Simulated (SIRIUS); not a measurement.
The system is Cu.

```
Cu
1.0
     0.00000    1.80750    1.80750
     1.80750    0.00000    1.80750
     1.80750    1.80750    0.00000
Cu
1
Direct
  0.00000 0.00000 0.00000
```

Base run:

```yaml
Program: SIRIUS 7.12.0
Functional: PBE
Potentials_or_basis: PseudoDojo 0.4.1 PBE standard (scalar relativistic)
Cutoff: 1254 eV
Density_cutoff: 5016 eV
k_mesh: 13 × 13 × 13
Occupations: fermi-dirac, width 0.05 eV
Spin: no spin polarisation
```

Its results: band gap on the k mesh none (metal or under the smearing width); pressure 1.5 GPa.

Q: After a change of settings the same cell gave: band gap on the k mesh none (metal or under the smearing width); pressure -15.2 GPa. Which change was it?
A. functional from PBE to SOGGA11; libxc names from ["XC_GGA_X_PBE", "XC_GGA_C_PBE"] to ["XC_GGA_X_SOGGA11", "XC_GGA_C_SOGGA11"]
B. program from SIRIUS 7.12.0 to SIRIUS 7.10.0; potentials or basis from PseudoDojo 0.4.1 PBE standard (scalar relativistic) to in-house norm-conserving set, PBE (scalar relativistic)
C. functional from PBE to PW91; libxc names from ["XC_GGA_X_PBE", "XC_GGA_C_PBE"] to ["XC_GGA_X_PW91", "XC_GGA_C_PW91"]
D. functional from PBE to LDA-PZ; libxc names from ["XC_GGA_X_PBE", "XC_GGA_C_PBE"] to ["XC_LDA_X", "XC_LDA_C_PZ"]

A: D.

Caveats: the potentials were made for another functional, which shifts forces and pressure (some runs).

Not every run made on this cell is shown here.
